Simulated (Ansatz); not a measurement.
# ZnSnP2: input and output

The input, for Ansatz 0.2.0 (plane waves, PAW):

```yaml
crystal:
  lattice:
    - [0.0, 5.618763, 0.0]
    - [5.618763, 0.0, 0.0]
    - [2.809382, 2.809382, -5.536437]
  atoms:
    - { symbol: Sn, position: [0.5, 0.5, 0.0] }
    - { symbol: Sn, position: [0.25, 0.75, 0.5] }
    - { symbol: Zn, position: [0.0, 0.0, 0.0] }
    - { symbol: Zn, position: [0.75, 0.25, 0.5] }
    - { symbol: P, position: [0.375, 0.389, 0.75] }
    - { symbol: P, position: [0.611, 0.125, 0.25] }
    - { symbol: P, position: [0.875, 0.861, 0.75] }
    - { symbol: P, position: [0.139, 0.625, 0.25] }
  symmetry: { tolerance: 0.0003 }
kpoints:
  mp_grid: { grid: [5, 5, 5], shift: [0, 0, 0] }
  band_path:
    path:
      - [0.0, 0.0, 0.0]
      - [0.5, 0.5, 0.5]
      - [0.5, 0.5, 0.25]
      - [0.0, 0.5, 0.0]
      - [0.0, 0.0, 0.0]
      - [0.0, 0.0, -0.5]
      - [0.0, 0.3712549, -0.31437255]
      - [0.0, 0.6287451, 0.31437255]
      - [0.0, 0.0, 0.0]
      - [0.5, 0.5, 0.5]
      - [0.3712549, 0.6287451, 0.5]
    npoints: 6
magnetization:
  spin_polarized: false
scf:
  occupations: { method: fermi_dirac }
  lower_state_search: "off"
  max_iter: 200
hamiltonian:
  pseudopotentials: { kind: paw }
  xc: pbe
basis:
  ecutwfc: 420
  fft_grid_basis: typed
output:
  forces: true
  stress: true
  eigenvalues: true
  bader: true
  populations: true
  elf: true
  write_potential: true
  volumetric_format: npy
  dos:
    e_range: [-12, 8]
    de: 0.05
    projected: { site_lists: { P: [P], Sn: [Sn], Zn: [Zn] } }
checkpoint:
  read: saved_state
```

The run starts from an earlier solution of this cell. 

Output (shortened):

```
SCF iter   1: F=—  Δρ=3.80e-4  dr2=3.39e-4
SCF iter   2: F=—  Δρ=2.14e-4  dr2=1.19e-4
SCF iter   3: F=—  Δρ=1.83e-4  dr2=5.51e-5
SCF iter   4: F=—  Δρ=5.05e-5  dr2=3.55e-6
SCF iter   5: F=—  Δρ=1.15e-5  dr2=2.21e-7
SCF iter   6: F=-21709.6640 eV  Δρ=3.27e-6  dr2=1.27e-8
Free energy (F): -21709.6640 eV
Harris-Foulkes:  -21709.6640 eV  (|F-HF|=1.84e-8)
Internal energy: -21709.6639 eV  (E = F + TS)
E sigma→0 (E₀):  -21709.6639 eV
Entropy (-TS):    0.0000 eV (-0.010 meV/atom)
Fermi energy:    8.3020 eV
--- Per-component energies (eV) ---
  E_band       = -180.4657
  E_kinetic    = 925.4400
  E_local      = -6306.8737  (includes V_loc(G=0)·N_el)
  E_nonlocal   = 1300.4191
  E_hartree    = 2992.5881
  E_xc         = -1286.5416
  E_vxc        = -541.1061  (∫ρ·V_xc dr)
  E_paw        = -14212.0551  (= ΣΔE_a)
  E_vpaw       = -1543.5233  (= ΣTr[D̂ρ^β])
  E_aug_tail   = -0.0007  (compensation charges beyond the density's cutoff)
  E_ewald      = -5122.6400
  E_smearing   =  0.0000  (= −TS)
--- Forces (eV/Å), atoms counted from 1 ---
  atom   1  Sn     0.0000     0.0000     0.0000
  atom   2  Sn     0.0000     0.0000     0.0000
  atom   3  Zn     0.0000     0.0000     0.0000
  atom   4  Zn     0.0000     0.0000     0.0000
  atom   5  P     -2.5425     0.0000     0.0000
  atom   6  P      0.0000     2.5425     0.0000
  atom   7  P      2.5425     0.0000     0.0000
  atom   8  P      0.0000    -2.5425     0.0000
--- Stress (GPa, compression-positive) ---
        8.3237       0.0000       0.0000
        0.0000       8.3237       0.0000
        0.0000       0.0000       8.6624
  P = ⅓ Tr σ = 8.4366 GPa (84.366 kbar)
--- Löwdin populations: 8 sites ---
  site symbol       q [e]
     0     Sn     13.3941
     1     Sn     13.3941
     2     Zn     10.7922
     3     Zn     10.7922
     4      P      5.7475
     5      P      5.7475
     6      P      5.7475
     7      P      5.7475
  spilling = 0.0089 (of n_electrons = 72.0000)
```

Origin: a known structure type with other elements, at an estimated volume, so it need not be a known compound. Caveats: atoms or cell far from equilibrium.
